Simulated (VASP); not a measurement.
Runs of VASP 6.6.1 on SnS2. Symmetry: P-3m1, No. 164, trigonal system. Conventional cell: a = 3.639 Å, b = 3.639 Å, c = 5.774 Å, α = 90.00°, β = 90.00°, γ = 120.00°. Around Sn (site symmetry -3m) lie 6 S at 2.56 Å. S (site symmetry 3m) has 3 Sn at 2.56 Å as nearest neighbours. 

| level | potentials or basis | gap on the mesh (eV) | pressure (GPa) | largest force (eV/Å) |
| --- | --- | --- | --- | --- |
| LDA | VASP PAW LDA potentials, release 64 (Sn_d, S) | 1.18 | -0.5 | 0.01 |
| PBE+D3(BJ) | VASP PAW PBE potentials, release 64 (Sn_d, S) | 1.30 | 1.0 | - |
| optB88-vdW | VASP PAW PBE potentials, release 64 (Sn_d, S) | 1.18 | 2.9 | - |
| rev-vdW-DF2 | VASP PAW PBE potentials, release 64 (Sn_d, S) | (a) | 1.9 | 0.01 |

Alike in all rows: task relaxation of the atoms; no spin polarisation; cell atoms relaxed; k mesh 10 × 10 × 6; cutoff (eV) 520; smearing gaussian 0.05 eV.

Fill in the values left out.

(a) 1.19.

Caveats: spin-orbit coupling is left out, which moves the levels of the heavy elements; the PAW data sets were made with another functional, which shifts forces and pressure a little (some runs).

A k mesh can miss the band edges, and the runs leave out spin-orbit coupling on Sn.
